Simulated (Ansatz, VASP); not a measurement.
Given: the input of a run of VASP 6.6.1 on ZnS (Wurtzite-4H).

INCAR

```
ALGO = Normal ; EDIFF = 1E-6
EDIFFG = -0.005 ; ENCUT = 600
GGA = RE ; IBRION = 2
ISIF = 3 ; ISMEAR = -1
IVDW = 12 ; LASPH = T
LCHARG = F ; LREAL = F
LWAVE = F ; NELM = 80
NSW = 60 ; PREC = Accurate
SIGMA = 0.05
```

KPOINTS

```
k-points
0
Gamma
  8 8 3
```

File POSCAR:

```
ZnS
1.0
    3.8227000000      0.0000000000      0.0000000000
   -1.9113500000      3.3105553110      0.0000000000
    0.0000000000      0.0000000000     12.5200000000
Zn S
4 4
Direct
    0.6666666667      0.3333333333      0.7500000000
    0.3333333333      0.6666666667      0.2500000000
    0.0000000000      0.0000000000      0.5000000000
    0.0000000000      0.0000000000      0.0000000000
    0.6666666667      0.3333333333      0.9375000000
    0.3333333333      0.6666666667      0.4375000000
    0.0000000000      0.0000000000      0.6875000000
    0.0000000000      0.0000000000      0.1875000000
```

Potentials or basis: VASP PAW PBE potentials, release 64 (Zn, S).

Command:

```console
$ cat potpaw_PBE.64/Zn/POTCAR potpaw_PBE.64/S/POTCAR > POTCAR
$ mpirun -np 1 vasp_std > vasp.out
```

**Question.** Set up the same calculation for Ansatz 0.2.0. Potentials there: Ansatz PAW.

**Answer.** As run (the cutoff follows the program's own potentials):

input.yaml

```yaml
crystal:
  lattice:
    - [3.8227, 0.0, 0.0]
    - [-1.91135, 3.310555311, 0.0]
    - [0.0, 0.0, 12.52]
  atoms:
    - { symbol: Zn, position: [0.6666666667, 0.3333333333, 0.75] }
    - { symbol: Zn, position: [0.3333333333, 0.6666666667, 0.25] }
    - { symbol: Zn, position: [0.0, 0.0, 0.5] }
    - { symbol: Zn, position: [0.0, 0.0, 0.0] }
    - { symbol: S, position: [0.6666666667, 0.3333333333, 0.9375] }
    - { symbol: S, position: [0.3333333333, 0.6666666667, 0.4375] }
    - { symbol: S, position: [0.0, 0.0, 0.6875] }
    - { symbol: S, position: [0.0, 0.0, 0.1875] }
hamiltonian:
  xc: revpbe
  pseudopotentials: { kind: paw }
  dispersion: d3bj
kpoints:
  mp_grid: { grid: [8, 8, 3] }
scf:
  occupations: { method: fermi_dirac, width: 0.05 }
output:
  forces: true
  stress: true
relax:
  f_tol: 0.01
  max_steps: 40
  cell: { stress_tol: 0.05 }
```

Potentials or basis: Ansatz PAW.

Command:

```bash
$ ansatz run input.yaml --threads 4 --pin off --max-ram 11264MiB --backend cpu --events-out ev --progress --plain --runs-dir out
```

Both were run:

|  | VASP | Ansatz | Ansatz less VASP |
| --- | --- | --- | --- |
| relaxed volume (Å³/atom) | 19.21 | 19.17 | -0.038 |
| relaxed cell length with the largest relative difference (Å) | 12.401 | 12.392 | -0.0084 |
| energy change over the relaxation (meV/atom) | -4 | -5 | -0.6 |

Caveats: the PAW data sets were made with another functional, which shifts forces and pressure a little (VASP); the plane-wave basis is chosen anew once the cell has moved, so the energies of steps on either side of that aren't comparable (Ansatz); the PAW data sets come from PBE, with cores solved anew for the run's functional, which leaves a small shift of forces and pressure (Ansatz). A k mesh can miss the band edges.
